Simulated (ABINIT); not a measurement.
# WC (Qusongite) (P-6m2) in ABINIT: further runs

Runs on WC (Qusongite). Level: PBE. Tasks: relaxation of cell and atoms.

Everything below comes from runs of ABINIT 10.8.3 (patched build). Logs are shortened: lines on timing, memory, paths and dates and some standing lists are left out, and cuts for length are marked. The log counts tension as positive stress, the text compression.

## 1. Starting point

The structure is hexagonal, space group P-6m2 (No. 187). The conventional cell has a = 2.907 Å, b = 2.907 Å, c = 2.837 Å, α = 90.00°, β = 90.00°, γ = 120.00°. W (site symmetry -6m2) has 6 C at 2.20 Å as nearest neighbours. Around C (site symmetry -6m2) lie 6 W at 2.20 Å.

## 2. Relaxation of cell and atoms, PBE

The input, run.abi:

```
# Pseudopotentials
pp_dirpath "./"
pseudos "W.GGA_PBE-JTH.xml, C.GGA_PBE-JTH.xml"

# Structure
acell 5.4924889812 5.4924889812 5.3603971251
rprim
     1.0000000000     0.0000000000     0.0000000000
    -0.5000000000     0.8660254038     0.0000000000
     0.0000000000     0.0000000000     1.0000000000
ntypat 2
znucl 74 6
natom 2
typat 1 2
xred
     0.0000000000     0.0000000000     0.0000000000
     0.6666666667     0.3333333333     0.5000000000
chkprim 0
chksymtnons 0
tolsym 1.0e-6

# Plane-wave basis
ecut 19.0
pawecutdg 38.0
pawxcdev 0
pawovlp -1

# k points
kptopt 1
ngkpt 10 10 9
nshiftk 1
shiftk 0.0 0.0 0.0

# Exchange and correlation
ixc 11

# Bands and occupations
nband 13
occopt 3
tsmear 0.00183747

# SCF cycle
nstep 100
tolvrs 1.0e-9

# Output
iomode 3
prtwf 0
prtden 0
prteig 0
prtebands 0
enunit 2

# Relaxation
ionmov 2
ntime 60
tolmxf 0.0001
optcell 2
dilatmx 1.08
ecutsm 0.5
```

Potentials or basis: JTH PAW PBE v2.0.

On the command line:

```
$ abinit run.abi > log 2>&1
```

run.abo:

```text
.Version 10.8.3 of ABINIT
 Symmetries : space group P-6 m 2 (#187); Bravais hP (primitive hexag.)
================================================================================
 Values of the parameters that define the memory need of the present run
     intxc =       0    ionmov =       2      iscf =      17    lmnmax =      18
     lnmax =       6     mgfft =      24  mpssoang =       3    mqgrid =    3001
     natom =       2  nloc_mem =       2    nspden =       1   nspinor =       1
    nsppol =       1      nsym =      12    n1xccc =       1    ntypat =       2
    occopt =       3   xclevel =       2
       mpw =         710          nfft =       13824          nkpt =          70
 PAW method is used; the additional fine FFT grid is defined by:
   mgfftf=        36    nfftf =     46656
================================================================================
================================================================================

--------------------------------------------------------------------------------
------------- Echo of variables that govern the present computation ------------
--------------------------------------------------------------------------------
 -outvars: echo values of preprocessed input variables --------
            acell      5.4924889812E+00  5.4924889812E+00  5.3603971251E+00 Bohr
              amu      1.83850000E+02  1.20110000E+01
          chkprim           0
      chksymtnons           0
          dilatmx      1.08000000E+00
             ecut      1.90000000E+01 Hartree
           ecutsm      5.00000000E-01 Hartree
           enunit           2
           ionmov           2
                       outvar_i_n : Printing only first  50 k-points.
              ixc          11
                       outvar_i_n : Printing only first  50 k-points.
         kptrlatt       10    0    0      0   10    0      0    0    9
          kptrlen      4.82435741E+01
            natom           2
            nband          13
            ngfft          24      24      24
          ngfftdg          36      36      36
             nkpt          70
            nstep         100
             nsym          12
            ntime          60
           ntypat           2
                       prtocc : prtvol=0, do not print more k-points.
           occopt           3
          optcell           2
        pawecutdg      3.80000000E+01 Hartree
          pawovlp     -1.0000000000E+00
         pawxcdev           0
           prtden           0
        prtebands           0
           prteig           0
            prtwf           0
            rprim      1.0000000000E+00  0.0000000000E+00  0.0000000000E+00
                      -5.0000000000E-01  8.6602540380E-01  0.0000000000E+00
                       0.0000000000E+00  0.0000000000E+00  1.0000000000E+00
          spgroup         187
           tolmxf      1.00000000E-04
           tolsym      1.00000000E-06
           tolvrs      1.00000000E-09
           tsmear      1.83747000E-03 Hartree
            typat      1  2
           useylm           1
                       outvars : Printing only first  50 k-points.
           xangst      0.0000000000E+00  0.0000000000E+00  0.0000000000E+00
                       1.4532499990E+00  8.3903427814E-01  1.4182999990E+00
            xcart      0.0000000000E+00  0.0000000000E+00  0.0000000000E+00
                       2.7462444906E+00  1.5855449959E+00  2.6801985626E+00
             xred      0.0000000000E+00  0.0000000000E+00  0.0000000000E+00
                       6.6666666667E-01  3.3333333333E-01  5.0000000000E-01
            znucl       74.00000    6.00000

================================================================================

 chkinp: Checking input parameters for consistency.

================================================================================
== DATASET  1 ==================================================================

--- !DatasetInfo
iteration_state: {dtset: 1, }
dimensions: {natom: 2, nkpt: 70, mband: 13, nsppol: 1, nspinor: 1, nspden: 1, mpw: 710, }
cutoff_energies: {ecut:  19.0, pawecutdg:  38.0, }
electrons: {nelect:   1.80000000E+01, charge:   0.00000000E+00, occopt:   3.00000000E+00, tsmear:   1.83747000E-03, }
meta: {optdriver: 0, ionmov: 2, optcell: 2, iscf: 17, paral_kgb: 0, }
...

 Exchange-correlation functional for the present dataset will be:
  GGA: Perdew-Burke-Ernzerhof functional - ixc=11
  J.P.Perdew, K.Burke, M.Ernzerhof, PRL 77, 3865 (1996)

[... 22 lines left out ...]
 Shapefunction is BESSEL type: shapef(r,l)=aa(1,l)*jl(q(1,l)*r)+aa(2,l)*jl(q(2,l)*r)
 Radius for shape functions =  2.10354610
 Compensation charge density is not taken into account in XC energy/potential

- pspini: atom type   2  psp file is ./C.GGA_PBE-JTH.xml
 Pseudopotential format is: paw10
 basis_size (lnmax)=  4 (lmn_size=  8), orbitals=   0   0   1   1
 Spheres core radius: rc_sph= 1.50736703
 Shapefunction is SIN type: shapef(r)=[sin(pi*r/rshp)/(pi*r/rshp)]**2
 Radius for shape functions =  1.30052589
 Compensation charge density is not taken into account in XC energy/potential

   9.26042540E+02                                ecore*ucvol(ha*bohr**3)
--------------------------------------------------------------------------------

================================================================================

=== [ionmov= 2] Broyden-Fletcher-Goldfarb-Shanno method (forces)
================================================================================

--- Iteration: ( 1/60) Internal Cycle: (1/1)
--------------------------------------------------------------------------------

---SELF-CONSISTENT-FIELD CONVERGENCE--------------------------------------------
[... 474 lines left out ...]
 Difference of energy with previous step (new-old):
           Absolute (Ha)=-8.24866E-09
           Relative     =-1.10291E-10

 At Broyd/MD step   5, gradients are converged :
  max grad (force/stress) = 7.4651E-06 < tolmxf= 1.0000E-04 ha/bohr (free atoms)

================================================================================

 ----iterations are completed or convergence reached----

 Mean square residual over all n,k,spin=   27.139E-11; max=  24.627E-08
 reduced coordinates (array xred) for    2 atoms
      -0.000000000000     -0.000000000000      0.000000000000
       0.666666666667      0.333333333333      0.500000000000
 rms dE/dt=  0.0000E+00; max dE/dt=  0.0000E+00; dE/dt below (all hartree)
    1       0.000000000000      0.000000000000      0.000000000000
    2       0.000000000000      0.000000000000      0.000000000000

 cartesian coordinates (angstrom) at end:
    1     -0.00000000000000    -0.00000000000000     0.00000000000000
    2      1.46231149050599     0.84426593269788     1.42400950775701

 cartesian forces (hartree/bohr) at end:
    1     -0.00000000000000    -0.00000000000000    -0.00000000000000
    2     -0.00000000000000    -0.00000000000000    -0.00000000000000
 frms,max,avg= 0.0000000E+00 0.0000000E+00   0.000E+00  0.000E+00  0.000E+00 h/b

 cartesian forces (eV/Angstrom) at end:
    1     -0.00000000000000    -0.00000000000000    -0.00000000000000
    2     -0.00000000000000    -0.00000000000000    -0.00000000000000
 frms,max,avg= 0.0000000E+00 0.0000000E+00   0.000E+00  0.000E+00  0.000E+00 e/A
 length scales=  5.526736455649  5.526736455723  5.381975940699 bohr
              =  2.924622981012  2.924622981051  2.848019015514 angstroms
 Fermi (or HOMO) energy (hartree) =   0.35848   Average Vxc (hartree)=  -0.49494
 Eigenvalues (hartree) for nkpt=  70  k points:
 kpt#   1, nband= 13, wtk=  0.00111, kpt=  0.0000  0.0000  0.0000 (reduced coord)
  -2.36333   -1.03925   -1.03583   -1.03583   -0.16839    0.20341    0.23792    0.23792
   0.36237    0.47480    0.47480    0.56219    0.56219
      occupation numbers for kpt#   1
   2.00000    2.00000    2.00000    2.00000    2.00000    2.00000    2.00000    2.00000
   0.21492    0.00000    0.00000    0.00000    0.00000
 prteigrs : prtvol=0 or 1, do not print more k-points.

 Fermi (or HOMO) energy (eV) =   9.75472   Average Vxc (eV)= -13.46813
 Eigenvalues (   eV  ) for nkpt=  70  k points:
 kpt#   1, nband= 13, wtk=  0.00111, kpt=  0.0000  0.0000  0.0000 (reduced coord)
 -64.30961  -28.27948  -28.18647  -28.18647   -4.58208    5.53510    6.47411    6.47411
   9.86057   12.92004   12.92004   15.29807   15.29807
 prteigrs : prtvol=0 or 1, do not print more k-points.

--- !EnergyTerms
iteration_state     : {dtset: 1, itime: 5, icycle: 1, }
comment             : Components of total free energy in Hartree
kinetic             :  1.00707358030158E+01
hartree             :  1.08427998714834E+01
xc                  : -9.82663553748166E+00
Ewald energy        : -6.56479770214716E+01
psp_core            :  6.50460670603036E+00
local_psp           : -3.10087618603377E+01
PAW spherical_terms :  4.27513756652955E+00
internal            : -7.47900944722318E+01
'-kT*entropy'       : -6.85404890886491E-05
total_energy        : -7.47901630127209E+01
total_energy_eV     : -2.03514401313903E+03
...

--- !EnergyTermsDC
iteration_state     : {dtset: 1, itime: 5, icycle: 1, }
comment             : '"Double-counting" decomposition of free energy'
band_energy         : -9.31763744490665E+00
Ewald energy        : -6.56479770214716E+01
psp_core            :  6.50460670603036E+00
xc_dc               : -1.41764946797032E+01
PAW spherical_terms :  7.84740530812795E+00
internal            : -7.47900971319231E+01
'-kT*entropy'       : -6.85404890886491E-05
total_energy_dc     : -7.47901656724122E+01
total_energy_dc_eV  : -2.03514408551292E+03
...

--- !EnergyTermsWithPAWCore
iteration_state     : {dtset: 1, itime: 5, icycle: 1, }
comment             : 'Components of total free energy, including PAW core contributions'
Total energy        : -1.61810464015781E+04
Total energy DC     : -1.61810464042378E+04
Total energy (eV)   : -4.40308703497483E+05
Total energy DC (eV): -4.40308703569857E+05
...

 Cartesian components of stress tensor (hartree/bohr^3)
  sigma(1 1)= -7.46490288E-08  sigma(3 2)=  0.00000000E+00
  sigma(2 2)= -7.46506707E-08  sigma(3 1)=  0.00000000E+00
  sigma(3 3)= -7.10290796E-08  sigma(2 1)=  0.00000000E+00

-Cartesian components of stress tensor (GPa)         [Pressure=  2.1608E-03 GPa]
- sigma(1 1)= -2.19625025E-03  sigma(3 2)=  0.00000000E+00
- sigma(2 2)= -2.19629856E-03  sigma(3 1)=  0.00000000E+00
- sigma(3 3)= -2.08974767E-03  sigma(2 1)=  0.00000000E+00

== END DATASET(S) ==============================================================
================================================================================

 -outvars: echo values of variables after computation  --------
            acell      5.5267364556E+00  5.5267364557E+00  5.3819759407E+00 Bohr
           etotal     -7.4790165672E+01
            fcart     -0.0000000000E+00 -0.0000000000E+00 -0.0000000000E+00
                      -0.0000000000E+00 -0.0000000000E+00 -0.0000000000E+00
            rprim      1.0000000000E+00  0.0000000000E+00  0.0000000000E+00
                      -4.9999999999E-01  8.6602540379E-01  0.0000000000E+00
                       0.0000000000E+00  0.0000000000E+00  1.0000000000E+00
           strten     -7.4649028757E-08 -7.4650670666E-08 -7.1029079646E-08
                       0.0000000000E+00  0.0000000000E+00  0.0000000000E+00
           xangst     -2.5402961366E-28 -1.9065356244E-28  0.0000000000E+00
                       1.4623114905E+00  8.4426593270E-01  1.4240095078E+00
             xred     -1.2449587575E-28 -7.5273897737E-29  0.0000000000E+00
                       6.6666666667E-01  3.3333333333E-01  5.0000000000E-01
 Calculation completed.
```

It took 72 s on 1 thread of Arm Neoverse V1, shared host; peak memory 0.12 GiB.

Results:

```yaml
Free_energy: -2035.1441 eV
Relaxed_volume: 10.55 Å³/atom
Relaxed_cell: a = 2.925 Å, b = 2.925 Å, c = 2.848 Å, α = 90.00°, β = 90.00°, γ = 120.00°
Space_group_after_relaxing_to_0.05_Å: P-6m2 (No. 187)
Energy_gained_by_relaxing: 3.7 meV/atom
Ionic_steps: 5
Pressure_after_relaxing: 0.0 GPa
Band_gap_on_the_k_mesh: none (metal or under the smearing width)
Valence_electrons_inside_the_program's_atomic_spheres: W 11.83; C 2.45
```

Step by step:
```csv
step,energy change (eV),largest force (eV/Å),pressure (GPa),volume (Å³)
1,0.0000,0.0000,6.51,20.75
2,-0.0071,0.0000,-1.37,21.17
3,-0.0074,0.0000,-0.04,21.10
4,-0.0074,0.0000,0.01,21.10
5,-0.0074,0.0000,0.00,21.10
```

Final structure:
```cif
data_structure
_symmetry_space_group_name_H-M 'P 1'
_symmetry_Int_Tables_number 1
_cell_length_a 2.9246
_cell_length_b 2.9246
_cell_length_c 2.8480
_cell_angle_alpha 90.000
_cell_angle_beta 90.000
_cell_angle_gamma 120.000
_cell_volume 21.10
loop_
_atom_site_label
_atom_site_type_symbol
_atom_site_fract_x
_atom_site_fract_y
_atom_site_fract_z
_atom_site_occupancy
W1 W 0.00000 0.00000 0.00000 1
C1 C 0.66667 0.33333 0.50000 1
```

Levels at points of the mesh, in eV from the Fermi level:
```tsv
k point	band 6	band 7	band 8	band 9	band 10	band 11	band 12	band 13
(0.00, 0.00, 0.00)	-4.22	-3.28	-3.28	0.11	3.17	3.17	5.54	5.54
(0.50, 0.00, 0.00)	-6.96	-3.52	-3.50	-0.47	2.30	4.42	4.75	6.79
```

The run has no spin-orbit coupling, so splittings on W are missing. Zero-point motion and thermal expansion aren't in these numbers.

[end of part 1 of 2]
